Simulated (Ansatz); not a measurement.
## Calculation log, KI (Fm-3m) (effective masses from band slopes)

Computed with PBEsol, PAW on Ansatz 0.2.0's default frozen-core files (fitted under PBE), with spin-orbit coupling; not a measurement.

The cell comes from a PAW relaxation under the same functional.

The run reads the converged density of an earlier one (folder ck) and solves the listed points alone.

Command line:

```sh
ansatz run input.yaml --threads 1 --pin off --max-ram 3072MiB --backend cpu --events-out ev --progress --plain --runs-dir out
```

input.yaml:

```yaml
crystal:
  lattice:
    - [0.0, 3.50248008579, 3.50248008579]
    - [3.50248008579, 0.0, 3.50248008579]
    - [3.50248008579, 3.50248008579, 0.0]
  atoms:
    - { symbol: K, position: [0.0, 0.0, 0.0] }
    - { symbol: I, position: [0.5, 0.5, 0.5] }
kpoints:
  mp_grid: { grid: [6, 6, 6] }
scf:
  occupations: { method: fixed }
hamiltonian:
  xc: pbesol
  pseudopotentials: { kind: paw_fr }
magnetization:
  noncollinear: true
  spin_orbit: true
output:
  eigenstates:
    kpoints:
      - [0.0, 0.0, 0.0]
      - [0.0, 0.002787185, 0.002787185]
      - [0.0, 0.00557437, 0.00557437]
      - [0.0, 0.01114874, 0.01114874]
      - [0.002787185, 0.0, 0.002787185]
      - [0.00557437, 0.0, 0.00557437]
      - [0.01114874, 0.0, 0.01114874]
      - [0.002787185, 0.002787185, 0.0]
      - [0.00557437, 0.00557437, 0.0]
      - [0.01114874, 0.01114874, 0.0]
      - [0.001970837, 0.001970837, 0.003941675]
      - [0.003941675, 0.003941675, 0.00788335]
      # ... 22 further points ...
      - [0.012873457, 0.012873457, 0.012873457]
      - [-0.001137864, -0.001137864, 0.002275727]
      - [-0.002275727, -0.002275727, 0.004551454]
      - [-0.004551454, -0.004551454, 0.009102908]
    de_dk: true
    e_range: [-3, 6.547985910159]
checkpoint:
  read: ck
  post_process_only: true
```

Output (shortened where marked):

```
basis.xc_grid: this run sums the functional at the earlier run's level, 2; the deck as this run reads it gives 1
Warning: RAYON_NUM_THREADS=1 ignored (pool sized by the plan → 1); use --threads N
Engine: ansatz 0.2.0, aarch64-unknown-linux-gnu
Pseudopotentials: kind: paw_fr
Pseudopotential: K, paw_fr, valence charge 9, recommended cutoff 420 eV (normal), K.paw.azcp#standard-fr
Pseudopotential: I, paw_fr, valence charge 17, recommended cutoff 420 eV (normal), I.paw.azcp#standard-fr
Functional definition: PBEsol
  exchange = pbesol_x
  correlation = pbesol_c
non-collinear run that drives no moment, with spin-orbit: no starting moment large enough to seed its density (crystal.atoms[].spin), no starting occupations that ask for one, no magnetisation constraint and no magnetic field, so ...
Crystal: 2 atoms, lattice volume = 85.932 Å³
Basis set: ecut = 420 eV, 1687 PW (Γ), exchange–correlation on 72×72×72 points (8 copies of the dense FFT grid, shifted against one another)
Bands: 34, of which v1, the nominal top of the filled ones, is band 26 counted from 1 (25 counted from 0)
Symmetry: 48 space group operations + 48 with time reversal
Magnetic group: BNS 225.117 (UNI 1619), of the structure as read, at distance tolerance 4.4e-5 Å
k-points: 16 of 216
Projection manifold: j_resolved (fully-relativistic pseudo-atomic orbitals)
Non-local potential: K, projectors of the file, l = 0: 3, l = 1: 4, l = 2: 4
Non-local potential: I, projectors of the file, l = 0: 2, l = 1: 4, l = 2: 4, l = 3: 4
PAW form: soft (Blöchl's): semilocal exchange-correlation on the pseudo side does not see the compensation charge
PAW frozen core: K, regenerated for the run's functional, and the local potential with it (the file was generated under x = pbe(κ = 0.804, μ = 0.2195149727645171), c = pbe(β = 0.06672455060314922))
PAW frozen core: I, regenerated for the run's functional, and the local potential with it (the file was generated under x = pbe(κ = 0.804, μ = 0.2195149727645171), c = pbe(β = 0.06672455060314922))
PAW one-centre angular grid: K, 110 points (default); XC on 64 Gauss nodes
PAW one-centre angular grid: I, 590 points (default); XC on 64 Gauss nodes
Initial density: read from a saved state, or passed on in memory by an earlier SCF of this step, an earlier step, the calling program or the single point that the run made first
Stability of the state it starts from, as read at its close in the noncollinear treatment: not read negative (Ritz values of 1 − χ₀K, real part plus size of imaginary part, from 0.87 to 0.91, by its mixing steps under the ...
Initial wavefunctions: pseudopotential atomic-orbital guess
Functional: x = pbesol(κ = 0.804, μ = 0.12345679012345678), c = pbesol(β = 0.046)
NSCF: frozen V_eff on 16 k-points
SCF 1: post-processed at a frozen density
  greatest PAW one-centre occupation: 0.999 electrons in one spin orbital (limit 2), on the I atom at site 1 (counted from 0), in its partial waves of l = 2
NSCF: frozen V_eff on 38 k-points
post-processed at a frozen density (a non-self-consistent diagonalisation pass)
Frozen density: held to its close (this run's Kohn–Sham map moves it by 0.998 times the closing residual that it is held to, a close tighter than 2.5e-8 e/Å³ being held as that figure; up to 4 times is held)
Magnetization: |M| = 0.0000 μB,  M = (+0.0000, +0.0000, +0.0000) μB
Absolute magnetization: 0.0000 μB (∫|m|)
  site 0: m = (+0.0000, +0.0000, +0.0000) μB, |m| = 0.0000 μB  (R = 1.44 Å)
  site 1: m = (+0.0000, +0.0000, +0.0000) μB, |m| = 0.0000 μB  (R = 1.44 Å)
Free energy (F): -8954.242475 eV
Harris-Foulkes:  -8954.242475 eV  (|F-HF|=0.00e0)
Internal energy: -8954.242475 eV  (E = F + TS)
E sigma→0 (E₀):  -8954.242475 eV
Fermi energy:    2.700725 eV
--- Per-component energies (eV) ---
  E_band       = -517.287221
  E_kinetic    = 443.408670
  E_local      = -2802.976045  (includes V_loc(G=0)·N_el)
  E_nonlocal   = -73.723565
  E_hartree    = 1328.375471
  E_xc         = -260.740795
  E_vxc        = -292.162295  (∫ρ·V_xc dr)
  E_paw        = -5502.786907  (= ΣΔE_a)
  E_vpaw       = -448.584865  (= ΣTr[D̂ρ^β])
  E_aug_tail   = 0.000000  (compensation charges beyond the density's cutoff)
  E_ewald      = -2086.323389
  E_core_change = 0.524084  (= ΣΔE_core)
  E_smearing   = -0.000000  (= −TS)
  E_closure    = 0.000000  (closes the sum)
  Σ components = -8954.242475   (vs F -8954.242475, Δ=0.00e0)
```

The pass finished at the stored density.

### Band extrema

Band extrema of a crystal from Kohn-Sham levels and slopes, searched on the fine mesh and refined; masses in electron masses from slopes a step away, negative for holes; Cartesian axes as in the input; principal masses of single bands.

| Quantity | Value |
| --- | --- |
| Fine mesh | 8, 8, 8 |
| Band gap | 3.548 eV |
| Least direct gap on mesh | 3.548 eV |

| side | point | k a (r.l.u.) | k b (r.l.u.) | k c (r.l.u.) | valleys | level (eV over the valence top) | mass light (mₑ) | mass middle (mₑ) | mass heavy (mₑ) |
| --- | --- | --- | --- | --- | --- | --- | --- | --- | --- |
| conduction | Gamma | 0 | 0 | 0 | 1 | 3.548 | 0.3156 | 0.3156 | 0.3156 |
| valence | Gamma | 0 | 0 | 0 | 1 | 0 | – | – | – |

**Masses along directions**

Branches counted from each extremum; the finite step makes the lightest masses up to 3 per cent heavy, pairs averaged.

```json
{
  "Fine mesh": "8, 8, 8"
}
```

| side | point | k a (r.l.u.) | k b (r.l.u.) | k c (r.l.u.) | direction | number | level from its edge (eV) | band mass (mₑ) |
| --- | --- | --- | --- | --- | --- | --- | --- | --- |
| conduction | Gamma | 0 | 0 | 0 | 100 | 1 | 0 | 0.3156 |
| conduction | Gamma | 0 | 0 | 0 | 010 | 1 | 0 | 0.3156 |
| conduction | Gamma | 0 | 0 | 0 | 001 | 1 | 0 | 0.3156 |
| conduction | Gamma | 0 | 0 | 0 | 110 | 1 | 0 | 0.3156 |
| conduction | Gamma | 0 | 0 | 0 | 111 | 1 | 0 | 0.3156 |
| conduction | Gamma | 0 | 0 | 0 | 11-2 | 1 | 0 | 0.3156 |
| valence | Gamma | 0 | 0 | 0 | 100 | 1 | 0 | -2.244 |
| valence | Gamma | 0 | 0 | 0 | 100 | 2 | 0 | -0.533 |
| valence | Gamma | 0 | 0 | 0 | 100 | 3 | -1.042 | -1.234 |
| valence | Gamma | 0 | 0 | 0 | 010 | 1 | 0 | -2.244 |
| valence | Gamma | 0 | 0 | 0 | 010 | 2 | 0 | -0.533 |
| valence | Gamma | 0 | 0 | 0 | 010 | 3 | -1.042 | -1.234 |
| valence | Gamma | 0 | 0 | 0 | 001 | 1 | 0 | -2.244 |
| valence | Gamma | 0 | 0 | 0 | 001 | 2 | 0 | -0.533 |
| valence | Gamma | 0 | 0 | 0 | 001 | 3 | -1.042 | -1.234 |
| valence | Gamma | 0 | 0 | 0 | 110 | 1 | 0 | -2.127 |
| valence | Gamma | 0 | 0 | 0 | 110 | 2 | 0 | -0.5402 |
| valence | Gamma | 0 | 0 | 0 | 110 | 3 | -1.042 | -1.234 |
| valence | Gamma | 0 | 0 | 0 | 111 | 1 | 0 | -2.09 |
| valence | Gamma | 0 | 0 | 0 | 111 | 2 | 0 | -0.5426 |
| valence | Gamma | 0 | 0 | 0 | 111 | 3 | -1.042 | -1.234 |
| valence | Gamma | 0 | 0 | 0 | 11-2 | 1 | 0 | -2.127 |
| valence | Gamma | 0 | 0 | 0 | 11-2 | 2 | 0 | -0.5402 |
| valence | Gamma | 0 | 0 | 0 | 11-2 | 3 | -1.042 | -1.234 |

Limits of these numbers: frozen-core PAW files fitted under PBE, their cores solved anew for the functional of the run; semilocal gaps are low, and what follows the gap (onsets, screening, light masses) shifts with it.

Time and hardware: 31 s on 1 thread of Arm Neoverse V1, on a shared host, peak memory 0.41 GiB.
